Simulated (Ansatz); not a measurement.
**Bi, hcp: how the functional moves the structure**

All rows: Ansatz, plane waves with scalar-relativistic PAW, 420 eV (500 eV for the SCAN forms), relaxed under each functional, no dispersion correction, no zero-point motion. B₀ comes from uniform scaling at fixed shape; a dash is a value not given.

| functional | V (Å³/atom) | cell | B₀ (GPa) | magnetic state | ΔE to A7 rhombohedral (meV/atom) |
| --- | --- | --- | --- | --- | --- |
| r²SCAN | 31.17 | a = 3.524 Å, c = 5.798 Å (c/a = 1.645) | 56 | spin not included | 255 |
| PBEsol | 30.06 | a = 3.485 Å, c = 5.715 Å (c/a = 1.640) | 61 | spin not included | 92 |
| LDA | 29.38 | a = 3.459 Å, c = 5.670 Å (c/a = 1.639) | 65 | spin not included | 109 |
| revPBE | 32.27 | a = 3.565 Å, c = 5.865 Å (c/a = 1.645) | 50 | spin not included | 157 |
| RPBE | 32.52 | a = 3.574 Å, c = 5.881 Å (c/a = 1.646) | 48 | spin not included | 166 |
| BLYP | 34.29 | a = 3.627 Å, c = 6.020 Å (c/a = 1.660) | 41 | spin not included | 321 |

Task: What does PBE give?

Result: V (Å³/atom): 31.63; cell: a = 3.542 Å, c = 5.823 Å (c/a = 1.644); B₀ (GPa): 53; magnetic state: spin not included; ΔE to A7 rhombohedral (meV/atom): 139.
